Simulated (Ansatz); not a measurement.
# TaS2 (P-3m1) in Ansatz: further runs

The runs below take TaS2 through single point, with PBE.

All numbers are computed with Ansatz 0.2.0; they aren't measurements. Logs are shortened: lines on timing, memory, paths and dates and some standing lists are left out, and cuts for length are marked.

**1. The structure**

Symmetry: P-3m1, No. 164, trigonal system. Conventional cell: a = 3.350 Å, b = 3.350 Å, c = 5.860 Å, α = 90.00°, β = 90.00°, γ = 120.00°. Ta (site symmetry -3m) has 6 S at 2.43 Å as nearest neighbours. S (site symmetry 3m) is surrounded by 3 Ta at 2.43 Å.

**2. Single point, PBE**

The input, input.yaml:

```yaml
crystal:
  lattice:
    - [3.35, 0.0, 0.0]
    - [-1.675, 2.9011851027, 0.0]
    - [0.0, 0.0, 5.86]
  atoms:
    - { symbol: Ta, position: [0.0, 0.0, 0.0] }
    - { symbol: S, position: [0.6666666667, 0.3333333333, 0.75] }
    - { symbol: S, position: [0.3333333333, 0.6666666667, 0.25] }
hamiltonian:
  xc: pbe
  pseudopotentials: { kind: paw }
kpoints:
  mp_grid: { grid: [9, 9, 5] }
scf:
  occupations: { method: gaussian, width: 0.022 }
output:
  forces: true
  stress: true
  eigenvalues: true
  write_density: true
  write_potential: true
  elf: true
  volumetric_format: npy
```

Potentials or basis: Ansatz PAW.

On the command line:

```
$ ansatz run input.yaml --threads 2 --pin off --max-ram 5632MiB --backend cpu --events-out ev --progress --plain --runs-dir out
```

Log:

```text
Warning: RAYON_NUM_THREADS=2 ignored (pool sized by the plan → 2); use --threads N
Engine: ansatz 0.2.0, x86_64-unknown-linux-gnu
Pseudopotentials: kind: paw
Pseudopotential: Ta, paw, valence charge 13, recommended cutoff 420 eV (normal), Ta.paw.azcp
Pseudopotential: S, paw, valence charge 6, recommended cutoff 420 eV (normal), S.paw.azcp
Functional definition: PBE
  parameter kappa = 0.804
  parameter beta = 0.06672455060314922
  exchange = pbe_x(kappa = kappa, mu = beta*pi^2/3)
  correlation = pbe_c(beta = beta)
Crystal: 3 atoms, lattice volume = 56.953 Å³
Basis set: ecut = 420 eV, 1135 PW (Γ), exchange–correlation on 48×48×80 points (8 copies of the dense FFT grid, shifted against one another)
Bands: 17, of which v1, the nominal top of the filled ones, is band 13 counted from 1 (12 counted from 0)
Symmetry: 12 space group operations
Space group: P-3m1 (ITA 164), of the structure as read, at distance tolerance 3.8e-5 Å
k-points: 50 of 405
Non-local potential: Ta, projectors of the file, l = 0: 3, l = 1: 2, l = 2: 2, l = 3: 1
Non-local potential: S, projectors of the file, l = 0: 2, l = 1: 2, l = 2: 2
PAW form: soft (Blöchl's): semilocal exchange-correlation on the pseudo side does not see the compensation charge
PAW one-centre angular grid: Ta, 590 points (default); XC on 64 Gauss nodes
PAW one-centre angular grid: S, 110 points (default); XC on 64 Gauss nodes
Initial density: superposition of atomic densities (neutral atoms: chi_scale 0, normalization atom), corrected by the library's trained network
Initial wavefunctions: pseudopotential atomic-orbital guess
Functional: x = pbe(κ = 0.804, μ = 0.2195149727645171), c = pbe(β = 0.06672455060314922)
SCF iter   1: F=—  HF=-11739.353988 eV  |F-HF|=—  |Δ(HF+E_count)|=         —  Δρ=2.11e-3  dr2=2.65e-3  ethr=1.77e-3  ⟨swp⟩=6.1  Hψ=5015  notcnv=0
preconditioner: auto → LDOS  [metal: Δε(μ)=0.009 eV  Ē_g=9.003 eV  σ=0.022 eV  W_gap=0.22  n_scr=10 (ndim 8)  ℏωp=20.3 eV  f_vac=0.012  D(μ)=2.67/eV (n_scr^D=22)  β→1.0]
SCF iter   2: F=—  HF=-11739.353323 eV  |F-HF|=—  |Δ(HF+E_count)|=   6.65e-4  Δρ=1.25e-3  dr2=1.86e-3  ethr=1.06e-5  ⟨swp⟩=2.1  Hψ=1850  notcnv=0  defer=19
SCF iter   3: F=—  HF=-11739.352828 eV  |F-HF|=—  |Δ(HF+E_count)|=   4.96e-4  Δρ=2.24e-4  dr2=1.29e-5  ethr=7.42e-6  ⟨swp⟩=2.0  Hψ=1168  notcnv=0  defer=19
SCF iter   4: F=—  HF=-11739.352891 eV  |F-HF|=—  |Δ(HF+E_count)|=   6.34e-5  Δρ=4.33e-5  dr2=1.77e-6  ethr=5.18e-8  ⟨swp⟩=2.0  Hψ=1258  notcnv=0  defer=19
SCF iter   5: F=—  HF=-11739.352891 eV  |F-HF|=—  |Δ(HF+E_count)|=   2.60e-7  Δρ=1.53e-5  dr2=2.25e-7  ethr=7.08e-9  ⟨swp⟩=2.5  Hψ=1273  notcnv=0  defer=19
SCF iter   6: F=-11739.352891 eV  HF=-11739.352891 eV  |F-HF|=1.08e-8  |Δ(HF+E_count)|=   3.59e-8  Δρ=4.22e-6  dr2=1.55e-8  ethr=4.00e-10  ⟨swp⟩=11.2  Hψ=5912  notcnv=0
SCF 1 converged in 6 iterations: F = -11739.352891 eV  dr2 = 1.55e-8
SCF converged after 6 iterations
Free energy (F): -11739.352891 eV
Harris-Foulkes:  -11739.352891 eV  (|F-HF|=1.08e-8)
Internal energy: -11739.352222 eV  (E = F + TS)
E sigma→0 (E₀):  -11739.352557 eV
Entropy (-TS):   -0.000670 eV (-0.223 meV/atom)
Fermi energy:    10.691775 eV
--- Per-component energies (eV) ---
  E_band       = -185.761659
  E_kinetic    = 583.936292
  E_local      = -1416.582303  (includes V_loc(G=0)·N_el)
  E_nonlocal   = 71.665017
  E_hartree    = 540.009679
  E_xc         = -414.577186
  E_vxc        = -381.428874  (∫ρ·V_xc dr)
  E_paw        = -9597.593952  (= ΣΔE_a)
  E_vpaw       = -123.374517  (= ΣTr[D̂ρ^β])
  E_aug_tail   = 0.000137  (compensation charges beyond the density's cutoff)
  E_ewald      = -1506.209906
  E_smearing   = -0.000670  (= −TS)
  E_closure    = -0.000000  (closes the sum)
  Σ components = -11739.352891   (vs F -11739.352891, Δ=0.00e0)
--- Forces (eV/Å), atoms counted from 1 ---
  atom   1  Ta     0.00000000     0.00000000     0.00000000
  atom   2  S     -0.00000000     0.00000000    -1.24930404
  atom   3  S      0.00000000     0.00000000     1.24930404
  max |Σ_I F_I| component: 3.16e-30 eV/Å
--- Stress (GPa, compression-positive) ---
        7.469962      -0.000000       0.000000
       -0.000000       7.469962       0.000000
        0.000000       0.000000      12.492564
  P = ⅓ Tr σ = 9.1442 GPa (91.442 kbar)
--- Band table (eV; the first three rows and the last of 50) ---
  k-point 0: bands = ["-58.0315", "-24.5380", "-24.5074", "-24.5074", "-4.4693", "-2.3881", "3.7096", "6.4158", "6.4158", "9.3481", "9.8899", "9.8899", "10.7172", "10.7172", "10.9742", "14.7808", "14.7808"]
  k-point 1: bands = ["-58.0315", "-24.5381", "-24.5074", "-24.5074", "-4.3916", "-2.5487", "4.0510", "6.4255", "6.4255", "8.5194", "9.8415", "9.8415", "10.7074", "10.7074", "11.4704", "14.9186", "14.9186"]
  k-point 2: bands = ["-58.0315", "-24.5382", "-24.5073", "-24.5073", "-4.2371", "-2.8277", "4.7791", "6.4415", "6.4415", "7.3612", "9.7659", "9.7659", "10.6910", "10.6910", "11.8878", "15.1551", "15.1551"]
  k-point 49: bands = ["-58.0166", "-24.7179", "-24.7179", "-24.4702", "-2.2941", "-2.2941", "5.1052", "5.1052", "5.1714", "6.9647", "7.1165", "7.1165", "11.9353", "12.2140", "12.2140", "15.6959", "15.6959"]
```

rho_z.tsv:

```text
# z_ang	rho[e/angstrom^3]
# format = ansatz-planar-average/11
# lattice	3.350000000	0.000000000	0.000000000
# lattice	-1.675000000	2.901185103	0.000000000
# lattice	0.000000000	0.000000000	5.860000000
# sites	3
# site	73	0.000000000	0.000000000	0.000000000
# site	16	1.675000000	0.967061701	4.395000000
# site	16	0.000000000	1.934123402	1.465000000
0.000000	9.881091e-1
0.146500	9.750090e-1
0.293000	9.196818e-1
0.439500	8.075105e-1
0.586000	6.682988e-1
0.732500	5.570119e-1
[... 32 lines left out ...]
5.567000	9.196818e-1
5.713500	9.750090e-1
```

v_z.tsv:

```text
# z_ang	v_es[eV]	v_tot[eV]
# format = ansatz-planar-average/11
# xc	pbe
# density_cutoff_ev	1680
# datasets	Ta=:simpson_from_first_knot:soft	S=:simpson_from_first_knot:soft
# lattice	3.350000000	0.000000000	0.000000000
# lattice	-1.675000000	2.901185103	0.000000000
# lattice	0.000000000	0.000000000	5.860000000
# sites	3
# site	73	0.000000000	0.000000000	0.000000000
# site	16	1.675000000	0.967061701	4.395000000
# site	16	0.000000000	1.934123402	1.465000000
0.000000	-6.131616e0	-1.990447e1
0.146500	-5.481161e0	-1.919703e1
0.293000	-3.730551e0	-1.725648e1
0.439500	-1.410355e0	-1.461636e1
0.586000	7.557411e-1	-1.205046e1
0.732500	2.060928e0	-1.036982e1
[... 32 lines left out ...]
5.567000	-3.730551e0	-1.725648e1
5.713500	-5.481161e0	-1.919703e1
```

It took 3.8 s on 2 threads of Intel Xeon at 2.50GHz (Skylake/Cascade Lake), shared host; peak memory 0.38 GiB.

Results:

| Property | Result |
| --- | --- |
| Free energy | -11739.3529 eV |
| Pressure | 9.1 GPa |
| Largest force | 1.249 eV/Å |
| Band gap on the k mesh | none (metal or under the smearing width) |

Forces on the atoms (eV/Å):
```
Ta   0.000  0.000  0.000
S    0.000  0.000 -1.249
S    0.000  0.000  1.249
```

Caveat: this functional lacks dispersion, which binds the layers, so the pressure and a relaxed spacing across them are unreliable; forces of over 1 eV/Å show positions far from the minimum, so gaps and moduli don't describe the material at rest.

**3. Single point, PBE**

input.yaml, as its differences from that of step 2:

```diff
@@ -15,3 +15,3 @@
 scf:
-  occupations: { method: gaussian, width: 0.022 }
+  occupations: { method: gaussian, width: 0.023 }
 output:
@@ -20,5 +20 @@
   eigenvalues: true
-  write_density: true
-  write_potential: true
-  elf: true
-  volumetric_format: npy
```

Potentials or basis: Ansatz PAW.

On the command line:

```
$ ansatz run input.yaml --threads 2 --pin off --max-ram 5632MiB --backend cpu --events-out ev --progress --plain --runs-dir out
```

Log:

```text
Warning: RAYON_NUM_THREADS=2 ignored (pool sized by the plan → 2); use --threads N
[... 9 set-up lines as earlier in the session ...]
Crystal: 3 atoms, lattice volume = 56.953 Å³
Basis set: ecut = 420 eV, 1135 PW (Γ), exchange–correlation on 48×48×80 points (8 copies of the dense FFT grid, shifted against one another)
Bands: 17, of which v1, the nominal top of the filled ones, is band 13 counted from 1 (12 counted from 0)
[... 2 set-up lines as earlier in the session ...]
k-points: 50 of 405
[... 8 set-up lines as earlier in the session ...]
SCF iter   1: F=—  HF=-11739.354018 eV  |F-HF|=—  |Δ(HF+E_count)|=         —  Δρ=2.11e-3  dr2=2.64e-3  ethr=1.77e-3  ⟨swp⟩=6.1  Hψ=5011  notcnv=0
preconditioner: auto → LDOS  [metal: Δε(μ)=0.009 eV  Ē_g=9.003 eV  σ=0.023 eV  W_gap=0.21  n_scr=10 (ndim 8)  ℏωp=20.3 eV  f_vac=0.012  D(μ)=2.67/eV (n_scr^D=22)  β→1.0]
SCF iter   2: F=—  HF=-11739.353354 eV  |F-HF|=—  |Δ(HF+E_count)|=   6.64e-4  Δρ=1.25e-3  dr2=1.85e-3  ethr=1.06e-5  ⟨swp⟩=2.1  Hψ=1863  notcnv=0  defer=18
SCF iter   3: F=—  HF=-11739.352858 eV  |F-HF|=—  |Δ(HF+E_count)|=   4.96e-4  Δρ=2.23e-4  dr2=1.28e-5  ethr=7.41e-6  ⟨swp⟩=2.0  Hψ=1169  notcnv=0  defer=18
SCF iter   4: F=—  HF=-11739.352922 eV  |F-HF|=—  |Δ(HF+E_count)|=   6.40e-5  Δρ=4.30e-5  dr2=1.72e-6  ethr=5.12e-8  ⟨swp⟩=2.0  Hψ=1261  notcnv=0  defer=18
SCF iter   5: F=—  HF=-11739.352922 eV  |F-HF|=—  |Δ(HF+E_count)|=   2.63e-7  Δρ=1.50e-5  dr2=2.16e-7  ethr=6.89e-9  ⟨swp⟩=2.5  Hψ=1275  notcnv=0  defer=18
SCF iter   6: F=-11739.352922 eV  HF=-11739.352922 eV  |F-HF|=1.02e-8  |Δ(HF+E_count)|=   3.71e-8  Δρ=4.14e-6  dr2=1.49e-8  ethr=4.00e-10  ⟨swp⟩=6.9  Hψ=3579  notcnv=0
SCF 1 converged in 6 iterations: F = -11739.352922 eV  dr2 = 1.49e-8
SCF converged after 6 iterations
Free energy (F): -11739.352922 eV
Harris-Foulkes:  -11739.352922 eV  (|F-HF|=1.02e-8)
Internal energy: -11739.352193 eV  (E = F + TS)
E sigma→0 (E₀):  -11739.352558 eV
Entropy (-TS):   -0.000730 eV (-0.243 meV/atom)
Fermi energy:    10.691788 eV
--- Per-component energies (eV) ---
  E_band       = -185.760538
  E_kinetic    = 583.936563
  E_local      = -1416.583749  (includes V_loc(G=0)·N_el)
  E_nonlocal   = 71.665112
  E_hartree    = 540.010869
  E_xc         = -414.577189
  E_vxc        = -381.428879  (∫ρ·V_xc dr)
  E_paw        = -9597.594030  (= ΣΔE_a)
  E_vpaw       = -123.374623  (= ΣTr[D̂ρ^β])
  E_aug_tail   = 0.000137  (compensation charges beyond the density's cutoff)
  E_ewald      = -1506.209906
  E_smearing   = -0.000730  (= −TS)
  E_closure    = 0.000000  (closes the sum)
  Σ components = -11739.352922   (vs F -11739.352922, Δ=0.00e0)
--- Forces (eV/Å), atoms counted from 1 ---
  atom   1  Ta     0.00000000     0.00000000     0.00000000
  atom   2  S     -0.00000000     0.00000000    -1.24897929
  atom   3  S      0.00000000    -0.00000000     1.24897929
  max |Σ_I F_I| component: 2.22e-16 eV/Å
--- Stress (GPa, compression-positive) ---
        7.471126      -0.000000       0.000000
       -0.000000       7.471126       0.000000
        0.000000       0.000000      12.490108
  P = ⅓ Tr σ = 9.1441 GPa (91.441 kbar)
--- Band table (eV; the first three rows and the last of 50) ---
  k-point 0: bands = ["-58.0314", "-24.5379", "-24.5073", "-24.5073", "-4.4693", "-2.3881", "3.7096", "6.4158", "6.4158", "9.3481", "9.8899", "9.8899", "10.7173", "10.7173", "10.9742", "14.7808", "14.7808"]
  k-point 1: bands = ["-58.0314", "-24.5380", "-24.5072", "-24.5072", "-4.3916", "-2.5487", "4.0510", "6.4255", "6.4255", "8.5194", "9.8415", "9.8415", "10.7074", "10.7074", "11.4705", "14.9186", "14.9186"]
  k-point 2: bands = ["-58.0314", "-24.5381", "-24.5072", "-24.5072", "-4.2370", "-2.8277", "4.7791", "6.4416", "6.4416", "7.3611", "9.7659", "9.7659", "10.6911", "10.6911", "11.8879", "15.1551", "15.1551"]
  k-point 49: bands = ["-58.0165", "-24.7178", "-24.7178", "-24.4701", "-2.2941", "-2.2941", "5.1052", "5.1052", "5.1714", "6.9647", "7.1165", "7.1165", "11.9354", "12.2140", "12.2140", "15.6960", "15.6960"]
```

Run time: 3 s. Hardware: 2 threads of Intel Xeon at 2.50GHz (Skylake/Cascade Lake), shared host; peak memory 0.37 GiB.

What came out:

```
Free energy            : -11739.3529 eV
Pressure               : 9.1 GPa
Largest force          : 1.249 eV/Å
Band gap on the k mesh : none (metal or under the smearing width)
```

Forces on the atoms (eV/Å):
```
Ta   0.000  0.000  0.000
S    0.000  0.000 -1.249
S    0.000  0.000  1.249
```

Levels at points of the mesh, in eV from the Fermi level:
| k point | band 9 | band 10 | band 11 | band 12 | band 13 | band 14 | band 15 | band 16 | band 17 |
| --- | --- | --- | --- | --- | --- | --- | --- | --- | --- |
| (0.00, 0.00, 0.00) | -4.28 | -1.34 | -0.80 | -0.80 | 0.03 | 0.03 | 0.28 | 4.09 | 4.09 |

Caveat: this functional lacks dispersion, which binds the layers, so the pressure and a relaxed spacing across them are unreliable; forces of over 1 eV/Å show positions far from the minimum, so gaps and moduli don't describe the material at rest. Spin-orbit coupling is left out, which matters for the levels of Ta.
